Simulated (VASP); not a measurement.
# Settings for BN: mode Grüneisen parameters at the zone centre

BN, F-43m (no. 216), 2 atoms in the cell. PBE, mode Grueneisen parameters; PAW potentials N, B (PBE set). VASP 6.6.1.

Wanted: mode Grüneisen parameters within 0.05.

Geometry: relaxed with this functional.

The series start from Volume step (share): 0.01; Plane-wave cutoff (eV): 520; k mesh: 10x10x10; SCF threshold (eV): 1e-7; Precision mode: Accurate. Each series keeps the choices made before it, and each single choice may use up half of a tolerance. Times cover all steps of a run.

## Volume step (share)

| Volume step (share) | Mode Grüneisen parameters, largest deviation | Time (s) |
|---|---|---|
| 0.01 | 0.000 | 59 |
| 0.003 | 0.001 | 63 |
| 0.03 | 0.000 | 60 |
| 0.06 | 0.000 | 55 |

## Plane-wave cutoff (eV)

| Plane-wave cutoff (eV) | Mode Grüneisen parameters, largest deviation | Time (s) |
|---|---|---|
| 400 | 0.006 | 47 |
| 460 | 0.005 | 48 |
| 520 | 0.009 | 59 |
| 600 | 0.008 | 40 |
| 720 (reference) | 0.000 | 63 |

## k mesh

| k mesh | Mode Grüneisen parameters, largest deviation | Time (s) |
|---|---|---|
| 6x6x6 | 0.001 | 22 |
| 8x8x8 | 0.003 | 28 |
| 10x10x10 | 0.002 | 47 |
| 12x12x12 | 0.001 | 65 |
| 14x14x14 (reference) | 0.000 | 88 |

## SCF threshold (eV)

| SCF threshold (eV) | Mode Grüneisen parameters, largest deviation | Time (s) |
|---|---|---|
| 0.001 | 0.003 | 12 |
| 0.0001 | 0.002 | 16 |
| 1e-5 | 0.001 | 19 |
| 1e-7 (reference) | 0.000 | 22 |

## Precision mode

| Precision mode | Mode Grüneisen parameters, largest deviation | Time (s) |
|---|---|---|
| Accurate | 0.000 | 12 |
| Normal | 0.002 | 11 |
| Single | 0.004 | 12 |

## Question

The rows run from the loosest to the tightest (no order: volume step, precision mode). For each series: choose the loosest value from which every tighter one stays within half of the tolerance; where there is no order, keep the first row unless others stay within half of the tolerance and take at least 30 % less time, and then take the fastest.

## Answer

- Volume step (share): 0.01
- Plane-wave cutoff (eV): 400
- k mesh: 6x6x6
- SCF threshold (eV): 0.001
- Precision mode: Accurate

## All choices together

| Input | Mode Grüneisen parameters, largest deviation | Time (s) |
|---|---|---|
| program defaults, KSPACING-like mesh of 0.5 per A (naive) | 0.011 | 16 |
| chosen settings | 0.008 | 12 |
| reference settings throughout | 0.000 | 155 |

The tolerance is met.

Values of the reference run: Mode Grüneisen parameters: 1.232, 1.232, 1.232.

## The input

INCAR:
```
SYSTEM = BN
ALGO = Normal
EDIFF = 0.001
ENCUT = 400
GGA = PE
IBRION = 6
ISIF = 2
ISMEAR = 0
KPAR = 2
LASPH = .TRUE.
LCHARG = .FALSE.
LREAL = .FALSE.
LWAVE = .FALSE.
NELM = 120
NFREE = 2
NSW = 1
POTIM = 0.015
PREC = Accurate
SIGMA = 0.02
```

KPOINTS:
```
Automatic mesh
0
Gamma
  6 6 6
  0 0 0
```

POSCAR.step1:
```
BN
 1.0000000000000000
     0.0000000000000000    1.8063317022864611    1.8063317022864611
     1.8063317022864611    0.0000000000000000    1.8063317022864611
     1.8063317022864611    1.8063317022864611    0.0000000000000000
 N   B
   1   1
Direct
  0.2500000000000000  0.2500000000000000  0.2500000000000000
  0.0000000000000000  0.0000000000000000 -0.0000000000000000
```

POSCAR.step2:
```
BN
 1.0000000000000000
     0.0000000000000000    1.8123932634951867    1.8123932634951867
     1.8123932634951867    0.0000000000000000    1.8123932634951867
     1.8123932634951867    1.8123932634951867    0.0000000000000000
 N   B
   1   1
Direct
  0.2500000000000000  0.2500000000000000  0.2500000000000000
  0.0000000000000000  0.0000000000000000 -0.0000000000000000
```

POSCAR.step3:
```
BN
 1.0000000000000000
     0.0000000000000000    1.8184145478062901    1.8184145478062901
     1.8184145478062901    0.0000000000000000    1.8184145478062901
     1.8184145478062901    1.8184145478062901    0.0000000000000000
 N   B
   1   1
Direct
  0.2500000000000000  0.2500000000000000  0.2500000000000000
  0.0000000000000000  0.0000000000000000 -0.0000000000000000
```

Commands (each step's output is kept before the next begins):
```
cat potpaw_PBE.64/N/POTCAR potpaw_PBE.64/B/POTCAR > POTCAR
cp POSCAR.step1 POSCAR
mpirun -np 2 vasp_std > vasp.out
rm WAVECAR CHG
cp POSCAR.step2 POSCAR
mpirun -np 2 vasp_std > vasp.out
rm WAVECAR CHG
cp POSCAR.step3 POSCAR
mpirun -np 2 vasp_std > vasp.out
```

The naive input happens to agree within the tolerance here, in 16 s.

The chosen input took VASP 6.6.1 12 s on 2 cores (Intel Xeon Platinum 8559C (Emerald Rapids)), a shared host.
